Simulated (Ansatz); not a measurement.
CdS:

```
CELL_PARAMETERS angstrom
0.00000 2.75324 2.75324
2.75324 0.00000 2.75324
2.75324 2.75324 0.00000
ATOMIC_POSITIONS crystal
Cd 0.00000 0.00000 0.00000
S 0.50000 0.50000 0.50000
```

Measurements of this composition are mostly on another form, of space group No. 186.

```yaml
Program: Ansatz 0.2.0
Task: relaxation of cell and atoms
Functional: revPBE
Dispersion: D3(BJ)
Potentials_or_basis: Ansatz PAW
Cutoff: "420 eV (not typed: the program's choice for these potentials)"
k_mesh: 8 × 8 × 8
Occupations: fermi-dirac, width 0.05 eV
Spin: no spin polarisation
```

At the start: volume 20.87 Å³/atom.

Where does the relaxation end?

It ends after 5 steps and the volume is 19.65 Å³/atom (-5.8 %); space group Fm-3m (No. 225, to 0.05 Å).

The path:
```
step  energy change (eV)  largest force (eV/Å)  volume (Å³)
   1              0.0000                0.0000        41.74
   2             -0.0253                0.0000        38.06
   3             -0.0353                0.0000        39.44
   4             -0.0355                0.0000        39.30
   5             -0.0348                0.0000        39.30
```

Final structure:
```yaml
crystal:
  lattice:
    - [0.00000, 2.69856, 2.69856]
    - [2.69856, 0.00000, 2.69856]
    - [2.69856, 2.69856, 0.00000]
  atoms:
    - { symbol: Cd, position: [0.00000, 0.00000, 0.00000] }
    - { symbol: S, position: [0.50000, 0.50000, 0.50000] }
```

Caveat: the plane-wave basis is chosen anew once the cell has moved, so the energies of steps on either side of that aren't comparable; the PAW data sets come from PBE, with cores solved anew for the run's functional, which leaves a small shift of forces and pressure.
